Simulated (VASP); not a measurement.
# HgTe (Coloradoite) (F-43m) in VASP: a series of runs

The runs below take HgTe (Coloradoite) through phonons, band structure, with LDA, PBEsol, PBE, r2SCAN.

Program: VASP 6.6.1. These are calculated values, not measurements. Logs are shortened: lines on timing, memory, paths and dates and some standing lists are left out, and cuts for length are marked.

## Step 1: The crystal as given

It takes space group F-43m (No. 216, cubic). Conventional cell: a = 6.448 Å, b = 6.448 Å, c = 6.448 Å, α = 90.00°, β = 90.00°, γ = 90.00°. Around Hg (site symmetry -43m) lie 4 Te at 2.79 Å. Te (site symmetry -43m) has 4 Hg at 2.79 Å as nearest neighbours.

## Step 2: Phonons, LDA

POSCAR reads:

```
HgTe
1.0
    0.0000000000      3.2241011875      3.2241011875
    3.2241011875      0.0000000000      3.2241011875
    3.2241011875      3.2241011875      0.0000000000
  Hg              Te
     1     1
Direct
     0.0000000000000000    0.0000000000000000    0.0000000000000000
     0.2500000000000000    0.2500000000000000    0.2500000000000000
```

INCAR.step1 reads:

```
PREC = Accurate
ENCUT = 600
EDIFF = 1E-8
ISMEAR = 0
SIGMA = 0.03
LREAL = False
LASPH = True
NELM = 80
ALGO = Fast
ISIF = 3
LWAVE = False
LCHARG = False
GGA = CA
IBRION = 2
NSW = 40
EDIFFG = -0.002
```

INCAR.step2 reads:

```
PREC = Accurate
ENCUT = 600
EDIFF = 1E-8
ISMEAR = 0
SIGMA = 0.03
LREAL = False
LASPH = True
NELM = 80
ALGO = Fast
ISIF = 2
LWAVE = False
LCHARG = False
GGA = CA
IBRION = 6
NFREE = 2
POTIM = 0.015
NSW = 1
```

KPOINTS reads:

```
regular mesh
0
Gamma
  10 10 10
```

Potentials or basis: VASP PAW LDA potentials, release 64 (Hg, Te).

Command:

```bash
$ cat potpaw_LDA.64/Hg/POTCAR potpaw_LDA.64/Te/POTCAR > POTCAR
$ cp INCAR.step1 INCAR
$ mpirun -np 1 vasp_std > vasp.out
$ cp CONTCAR POSCAR
$ cp INCAR.step2 INCAR
$ mpirun -np 1 vasp_std > vasp.out
```

OUTCAR:

```text
PREC = Accurate
   ENCUT = 600
   EDIFF = 1E-8
   ISMEAR = 0
   LREAL = False
   LASPH = True
   NELM = 80
   ISIF = 2
   GGA = CA
   IBRION = 6
   NFREE = 2
   POTIM = 0.015
   NSW = 1

 ion  position               nearest neighbor table
   1  0.000  0.000  0.000-   2 2.79   2 2.79   2 2.79   2 2.79
   2  0.250  0.250  0.250-   1 2.79   1 2.79   1 2.79   1 2.79

  LATTYP: Found a face centered cubic cell.
 ALAT       =     6.4482023750

  Lattice vectors:

 A1 = (   0.0000000000,   3.2241011875,   3.2241011875)
 A2 = (   3.2241011875,   0.0000000000,   3.2241011875)
 A3 = (   3.2241011875,   3.2241011875,   0.0000000000)

Analysis of symmetry for initial positions (statically):
=====================================================================
 Subroutine PRICEL returns:
 Original cell was already a primitive cell.

 Routine SETGRP: Setting up the symmetry group for a
 face centered cubic supercell.

 Subroutine GETGRP returns: Found 24 space group operations
 (whereof 24 operations were pure point group operations)
 out of a pool of 48 trial point group operations.

The static configuration has the point symmetry T_d .

Analysis of symmetry for dynamics (positions and initial velocities):
=====================================================================
 Subroutine PRICEL returns:
 Original cell was already a primitive cell.

 Routine SETGRP: Setting up the symmetry group for a
 face centered cubic supercell.

 Subroutine GETGRP returns: Found 24 space group operations
 (whereof 24 operations were pure point group operations)
 out of a pool of 48 trial point group operations.

The dynamic configuration has the point symmetry T_d .

 Subroutine INISYM returns: Found 24 space group operations
 (whereof 24 operations are pure point group operations),
 and found     1 'primitive' translations

----------------------------------------------------------------------------------------

                                     Primitive cell

  volume of cell :      67.0280

  direct lattice vectors                    reciprocal lattice vectors
     0.000000000  3.224101188  3.224101188    -0.155081981  0.155081981  0.155081981
     3.224101188  0.000000000  3.224101188     0.155081981 -0.155081981  0.155081981
     3.224101188  3.224101188  0.000000000     0.155081981  0.155081981 -0.155081981

  length of vectors
     4.559567626  4.559567626  4.559567626     0.268609871  0.268609871  0.268609871

  position of ions in fractional coordinates (direct lattice)
     0.000000000  0.000000000  0.000000000
     0.250000000  0.250000000  0.250000000

  ion indices of the primitive-cell ions
   primitive index   ion index
                 1           1
                 2           2

----------------------------------------------------------------------------------------

 KPOINTS: regular mesh

Automatic generation of k-mesh.
 Grid dimensions read from file:
 generate k-points for:   10   10   10

 Generating k-lattice:

  Cartesian coordinates                     Fractional coordinates (reciprocal lattice)
    -0.015508198  0.015508198  0.015508198     0.100000000  0.000000000  0.000000000
     0.015508198 -0.015508198  0.015508198     0.000000000  0.100000000  0.000000000
     0.015508198  0.015508198 -0.015508198     0.000000000  0.000000000  0.100000000

  Length of vectors
     0.026860987  0.026860987  0.026860987

  Shift w.r.t. Gamma in fractional coordinates (k-lattice)
     0.000000000  0.000000000  0.000000000

 Subroutine IBZKPT returns following result:
 ===========================================

[... 60 lines left out ...]
   EMIN   =  10.00;   EMAX   =-10.00  energy-range for DOS
   EFERMI =   0.00;   METHOD = LEGACY
   ISMEAR =     0;   SIGMA  =   0.03  broadening in eV -4-tet -1-fermi 0-gaus
   EFERMI_NEDOS =   21; number of points for ismear=-14 and -15
   IALGO  =     68    algorithm
   IMIX   =      4    mixing-type and parameters
     AMIX     =   0.40;   BMIX     =  1.00
     AMIX_MAG =   1.60;   BMIX_MAG =  1.00
  volume/ion in A,a.u.               =      33.51       226.16
  Fermi-wavevector in a.u.,A,eV,Ry     =   1.056202  1.995932 15.178153  1.115563
  Thomas-Fermi vector in A             =   2.191429
   LORBIT       =      0    0 simple, 1 ext, 2 COOP (PROOUT), +10 PAW based schemes
   GGA     = CA    functional components
   LHFCALC =     F    Hartree Fock is set to
   AEXX    =    0.0000 exact exchange contribution
   IVDW    =     0    specifies the selected vdW correction
   LEPSILON=     F    determine dielectric tensor
   LRPA    =     F    only Hartree local field effects (RPA)
 finite differences with symmetry
 non-spin polarized calculation
 RMM-DIIS sequential band-by-band and
 Gauss-broadening in eV      SIGMA  =   0.03
  energy-cutoff  :      600.00
  volume of cell :       67.03
 maximum number of plane-waves:      2252
   NGX = 19   NGY = 19   NGZ = 19

--------------------------------------- Ionic step        1  -------------------------------------------

 number of electron      18.0000001 magnetization

 Free energy of the ion-electron system (eV)
  ---------------------------------------------------
  ext. energy  EPLUGINS =         0.00000000
  ---------------------------------------------------
  free energy    TOTEN  =        -5.03827064 eV

  energy without entropy =       -5.03822436  energy(sigma->0) =       -5.03824750

------------------------ aborting loop because EDIFF is reached ----------------------------------------

  FORCE on cell =-STRESS in cart. coord.  units (eV):
  Direction    XX          YY          ZZ          XY          YZ          ZX
  --------------------------------------------------------------------------------------
  -------------------------------------------------------------------------------------
  Total        0.0020526      0.0020526      0.0020526      0.0000000      0.0000000     -0.0000000
  in kB        0.0490639      0.0490639      0.0490639      0.0000000      0.0000000     -0.0000000
  external PRESSURE =       0.0490639 kB  Pullay stress =       0.0000000 kB
[... 131 lines left out ...]
--------------------------------------- Ionic step        5  -------------------------------------------

 number of electron      18.0000001 magnetization

 Free energy of the ion-electron system (eV)
  ---------------------------------------------------
  ext. energy  EPLUGINS =         0.00000000
  ---------------------------------------------------
  free energy    TOTEN  =        -5.03783149 eV

  energy without entropy =       -5.03778706  energy(sigma->0) =       -5.03780928

 E-fermi :   2.9905     XC(G=0):  -9.1320

 val. band max:        2.9881103214   @ k =   0.0000   0.0000   0.0000
 cond. band min:       3.4657645574   @ k =   0.0000   0.1000   0.0000
 fundamental gap:      0.4776542361
 Fermi energy:         2.9904643404

 k-point     1 :       0.0000    0.0000    0.0000
  band No.  band energies     occupation
      1      -9.1132      2.00000
      2      -4.4509      2.00000
      3      -4.4375      2.00000
      4      -4.4239      2.00000
      5      -3.8956      2.00000
      6      -3.8953      2.00000
      7       2.1310      2.00000
      8       2.9731      1.58779
      9       2.9816      1.32385
     10       2.9881      1.08836
     11       7.1151      0.00000
     12       7.1257      0.00000
     13       7.1376      0.00000
[... 354 lines left out ...]
  band No.  band energies     occupation
      1      -8.4922      2.00000
      2      -4.2872      2.00000
      3      -4.1802      2.00000
      4      -4.1558      2.00000
      5      -3.8493      2.00000
      6      -3.8075      2.00000
      7      -1.6347      2.00000
      8       0.8995      2.00000
      9       1.0852      2.00000
     10       4.9964      0.00000
     11       5.8198      0.00000
     12       9.3281      0.00000
     13      10.1155      0.00000

 [... further k-points ...]

------------------------ aborting loop because EDIFF is reached ----------------------------------------

  FORCE on cell =-STRESS in cart. coord.  units (eV):
  Direction    XX          YY          ZZ          XY          YZ          ZX
  --------------------------------------------------------------------------------------
  -------------------------------------------------------------------------------------
  Total       -0.0000872      0.0016220      0.0016220      0.0000000      0.0840364      0.0000000
  in kB       -0.0020842      0.0387709      0.0387709      0.0000000      2.0087328      0.0000000
  external PRESSURE =       0.0251525 kB  Pullay stress =       0.0000000 kB
[... 17 lines left out ...]
  FREE ENERGIE OF THE ION-ELECTRON SYSTEM (eV)
  ---------------------------------------------------
  free  energy   TOTEN  =        -5.0378314902 eV

  energy  without entropy=       -5.0377870639  energy(sigma->0) =       -5.03780928

 INTERNAL STRAIN TENSORS FROM DISPLACED ATOMS
 ============================================

 INTERNAL STRAIN TENSOR FOR ION    1 for displacements in x,y,z  (eV/Angst):
          X           Y           Z          XY          YZ          ZX
  --------------------------------------------------------------------------------
  x    -0.00000     0.00000     0.00000     0.00000     5.61305     0.00000
  y    -0.00000    -0.00000    -0.00000     0.00000     0.00000     5.61305
  z     0.00000     0.00000    -0.00000     5.61305     0.00000     0.00000

 INTERNAL STRAIN TENSOR FOR ION    2 for displacements in x,y,z  (eV/Angst):
          X           Y           Z          XY          YZ          ZX
  --------------------------------------------------------------------------------
  x     0.00000    -0.00000    -0.00000     0.00000    -5.60851     0.00000
  y    -0.00000    -0.00000    -0.00000     0.00000     0.00000    -5.60851
  z    -0.00000    -0.00000     0.00000    -5.60851     0.00000     0.00000

 Eigenvectors and eigenvalues of the dynamical matrix
 ----------------------------------------------------

   1 f  =    3.499342 THz    21.987012 2PiTHz  116.725473 cm-1    14.472108 meV
             X         Y         Z           dx          dy          dz
      0.000000  0.000000  0.000000     0.000000    0.000000   -0.623733
      1.612051  1.612051  1.612051     0.000000   -0.000000    0.781637
[... 21 lines left out ...]
   6 f/i=    0.000875 THz     0.005495 2PiTHz    0.029174 cm-1     0.003617 meV
             X         Y         Z           dx          dy          dz
      0.000000  0.000000  0.000000     0.080829    0.762447   -0.151980
      1.612051  1.612051  1.612051     0.064500    0.608420   -0.121277

 ELASTIC MODULI CONTR FROM IONIC RELAXATION (kBar)
 Direction    XX          YY          ZZ          XY          YZ          ZX
 --------------------------------------------------------------------------------
 XX          -0.0000      0.0000      0.0000     -0.0000      0.0000      0.0000
 YY           0.0000     -0.0000     -0.0000     -0.0000     -0.0000      0.0000
 ZZ           0.0000     -0.0000     -0.0000      0.0000     -0.0000      0.0000
 XY          -0.0000     -0.0000      0.0000   -192.5510      0.0000      0.0000
 YZ           0.0000     -0.0000     -0.0000      0.0000   -192.5510      0.0000
 ZX           0.0000      0.0000      0.0000      0.0000      0.0000   -192.5510
 --------------------------------------------------------------------------------
```

It took 4.2 min on 1 thread of Intel Xeon Platinum 8488C (Sapphire Rapids), shared host; peak memory 0.41 GiB.

Results:

```
Highest phonon frequency at Γ, LO-TO splitting left out : 117 cm⁻¹
```

Phonon frequencies in cm⁻¹ (negative: imaginary):
| q point | frequencies |
| --- | --- |
| (0.000, 0.000, 0.000) | 0 0 0 117 117 117 |

The run has no spin-orbit coupling, so splittings on Hg, Te are missing.

## Step 3: Phonons, PBEsol

This run uses another cell than the first one, of 34.58 Å³/atom, 1.032 times its volume.

POSCAR reads:

```
HgTe
1.0
    0.0000000000      3.2580088202      3.2580088202
    3.2580088202      0.0000000000      3.2580088202
    3.2580088202      3.2580088202      0.0000000000
  Hg              Te
     1     1
Direct
     0.0000000000000000    0.0000000000000000    0.0000000000000000
     0.2500000000000000    0.2500000000000000    0.2500000000000000
```

Changes to INCAR.step1 since step 2:

```diff
@@ -8,3 +8,3 @@
 NELM = 80
-ALGO = Fast
+ALGO = Normal
 ISIF = 3
@@ -12,3 +12,3 @@
 LCHARG = False
-GGA = CA
+GGA = PS
 IBRION = 2
```

Changes to INCAR.step2 since step 2:

```diff
@@ -8,3 +8,3 @@
 NELM = 80
-ALGO = Fast
+ALGO = Normal
 ISIF = 2
@@ -12,3 +12,3 @@
 LCHARG = False
-GGA = CA
+GGA = PS
 IBRION = 6
```

KPOINTS is that of step 2.

Potentials or basis: VASP PAW PBE potentials, release 64 (Hg, Te).

Command:

```bash
$ cat potpaw_PBE.64/Hg/POTCAR potpaw_PBE.64/Te/POTCAR > POTCAR
$ cp INCAR.step1 INCAR
$ mpirun -np 1 vasp_std > vasp.out
$ cp CONTCAR POSCAR
$ cp INCAR.step2 INCAR
$ mpirun -np 1 vasp_std > vasp.out
```

OUTCAR:

```text
PREC = Accurate
   ENCUT = 600
   EDIFF = 1E-8
   ISMEAR = 0
   LREAL = False
   LASPH = True
   NELM = 80
   ISIF = 2
   GGA = PS
   IBRION = 6
   NFREE = 2
   POTIM = 0.015
   NSW = 1

 ion  position               nearest neighbor table
   1  0.000  0.000  0.000-   2 2.82   2 2.82   2 2.82   2 2.82
   2  0.250  0.250  0.250-   1 2.82   1 2.82   1 2.82   1 2.82

  LATTYP: Found a face centered cubic cell.
 ALAT       =     6.5160176404
[... 770 lines left out ...]
  x    -0.00000    -0.00000    -0.00000     0.00000     4.87086     0.00000
  y    -0.00000     0.00000    -0.00000     0.00000     0.00000     4.87086
  z    -0.00000    -0.00000    -0.00000     4.87086     0.00000     0.00000

 INTERNAL STRAIN TENSOR FOR ION    2 for displacements in x,y,z  (eV/Angst):
          X           Y           Z          XY          YZ          ZX
  --------------------------------------------------------------------------------
  x    -0.00000     0.00000     0.00000     0.00000    -4.86808     0.00000
  y     0.00000    -0.00000     0.00000     0.00000     0.00000    -4.86808
  z     0.00000     0.00000    -0.00000    -4.86808     0.00000     0.00000

 Eigenvectors and eigenvalues of the dynamical matrix
 ----------------------------------------------------

   1 f  =    3.282127 THz    20.622215 2PiTHz  109.479988 cm-1    13.573782 meV
             X         Y         Z           dx          dy          dz
      0.000000  0.000000  0.000000     0.000000    0.623543    0.000000
      1.629004  1.629004  1.629004     0.000000   -0.781789    0.000000
[... 21 lines left out ...]
   6 f/i=    0.000023 THz     0.000145 2PiTHz    0.000771 cm-1     0.000096 meV
             X         Y         Z           dx          dy          dz
      0.000000  0.000000  0.000000     0.000000    0.000000    0.781789
      1.629004  1.629004  1.629004     0.000000    0.000000    0.623543

 ELASTIC MODULI CONTR FROM IONIC RELAXATION (kBar)
 Direction    XX          YY          ZZ          XY          YZ          ZX
 --------------------------------------------------------------------------------
 XX          -0.0000      0.0000      0.0000      0.0000     -0.0000      0.0000
 YY           0.0000     -0.0000     -0.0000      0.0000      0.0000     -0.0000
 ZZ           0.0000     -0.0000     -0.0000     -0.0000      0.0000      0.0000
 XY           0.0000      0.0000     -0.0000   -159.7872      0.0000      0.0000
 YZ          -0.0000      0.0000      0.0000      0.0000   -159.7872      0.0000
 ZX           0.0000     -0.0000      0.0000      0.0000      0.0000   -159.7872
 --------------------------------------------------------------------------------
```

OUTCAR.step1:

```text
PREC = Accurate
   ENCUT = 600
   EDIFF = 1E-8
   ISMEAR = 0
   LREAL = False
   LASPH = True
   NELM = 80
   ISIF = 3
[... 609 lines left out ...]
      0.00000      0.00000      0.00000         0.000000      0.000000      0.000000
      1.62900      1.62900      1.62900        -0.000000     -0.000000     -0.000000
 -----------------------------------------------------------------------------------
    total drift:                                0.000000      0.000000      0.000000

  FREE ENERGIE OF THE ION-ELECTRON SYSTEM (eV)
  ---------------------------------------------------
  free  energy   TOTEN  =        -4.3767115346 eV

  energy  without entropy=       -4.3766652559  energy(sigma->0) =       -4.37668840

 reached required accuracy - stopping structural energy minimisation
```

It took 7.3 min on 1 thread of AMD EPYC 7R13 (Zen 3), shared host; peak memory 0.46 GiB.

What came out:

- Highest phonon frequency at Γ, LO-TO splitting left out: 109 cm⁻¹

Phonon frequencies in cm⁻¹ (negative: imaginary):
```csv
q point,frequencies
"(0.000, 0.000, 0.000)",0 0 0 109 109 109
```

Caveat: the PAW data sets were made with another functional, which shifts forces and pressure a little.

## Step 4: Band structure, PBE

This run uses another cell than the first one, of 34.58 Å³/atom, 1.032 times its volume.

INCAR reads:

```
SYSTEM = HgTe
  PREC = Accurate
  ENCUT = 520
  EDIFF = 1E-7
  ISMEAR = 0
  SIGMA = 0.03
  LREAL = .False.
  LASPH = .True.
  NELM = 80
  ALGO = Normal
  ISIF = 2
  LWAVE = .False.
  LCHARG = .False.
  GGA = PE
  NBANDS = 16
```

KPOINTS reads:

```
regular mesh
0
Gamma
  10 10 10
  0 0 0
```

POSCAR reads:

```
HgTe                                    
1.0
    0.0000000000      3.2580088205      3.2580088205
    3.2580088205      0.0000000000      3.2580088205
    3.2580088205      3.2580088205      0.0000000000
  Hg              Te            
     1     1
Direct
     0.0000000000000000    0.0000000000000000    0.0000000000000000
     0.2500000000000000    0.2500000000000000    0.2500000000000000
```

KPOINTS_OPT reads:

```
explicit points
202
Reciprocal
 0.0000000000  0.0000000000  0.0000000000 1
 0.0555555556  0.0000000000  0.0555555556 1
 0.1111111111  0.0000000000  0.1111111111 1
 0.1666666667  0.0000000000  0.1666666667 1
 0.2222222222  0.0000000000  0.2222222222 1
 0.2777777778  0.0000000000  0.2777777778 1
[... 194 lines left out ...]
 0.5126615400  0.0253230800  0.5126615400 1
 0.4873384600 -0.0253230800  0.4873384600 1
```

Command:

```bash
$ cat potpaw_PBE.64/Hg/POTCAR potpaw_PBE.64/Te/POTCAR > POTCAR
$ mpirun -np 1 vasp_std > vasp.out
```

It took 90 s on 1 thread of Intel Xeon Platinum 8488C (Sapphire Rapids), shared host; peak memory 0.24 GiB.

Results (log left out):

- Free energy: -3.6174 eV
- Pressure: 2.5 GPa
- Band gap along the path: none (metal or under the smearing width)

Levels at the corners of the path, in eV from the Fermi level:
```csv
point,band 6,band 7,band 8,band 9,band 10,band 11,band 12,band 13
Γ,-6.72,-0.79,-0.01,-0.01,-0.01,4.26,4.26,4.26
X,-6.30,-5.31,-2.18,-2.18,1.90,2.54,8.12,8.75
X,-6.30,-5.31,-2.18,-2.18,1.90,2.54,8.12,8.75
W,-6.14,-5.39,-2.55,-2.46,3.05,4.64,5.28,6.18
W,-6.14,-5.39,-2.55,-2.46,3.05,4.64,5.28,6.18
K,-6.22,-5.34,-2.80,-1.81,2.24,4.02,7.01,7.15
K,-6.22,-5.34,-2.80,-1.81,2.24,4.02,7.01,7.15
Γ,-6.72,-0.79,-0.01,-0.01,-0.01,4.26,4.26,4.26
Γ,-6.72,-0.79,-0.01,-0.01,-0.01,4.26,4.26,4.26
L,-6.43,-5.34,-0.95,-0.95,0.70,5.05,5.05,6.86
L,-6.43,-5.34,-0.95,-0.95,0.70,5.05,5.05,6.86
U,-6.22,-5.34,-2.80,-1.81,2.24,4.02,7.01,7.15
U,-6.22,-5.34,-2.80,-1.81,2.24,4.02,7.01,7.15
W,-6.14,-5.39,-2.55,-2.46,3.05,4.64,5.28,6.18
W,-6.14,-5.39,-2.55,-2.46,3.05,4.64,5.28,6.18
L,-6.43,-5.34,-0.95,-0.95,0.70,5.05,5.05,6.86
L,-6.43,-5.34,-0.95,-0.95,0.70,5.05,5.05,6.86
K,-6.22,-5.34,-2.80,-1.81,2.24,4.02,7.01,7.15
U,-6.22,-5.34,-2.80,-1.81,2.24,4.02,7.01,7.15
X,-6.30,-5.31,-2.18,-2.18,1.90,2.54,8.12,8.75
```

Caveat: spin-orbit coupling is left out, which moves the levels of the heavy elements.

(Part 1 of 2 ends here.)
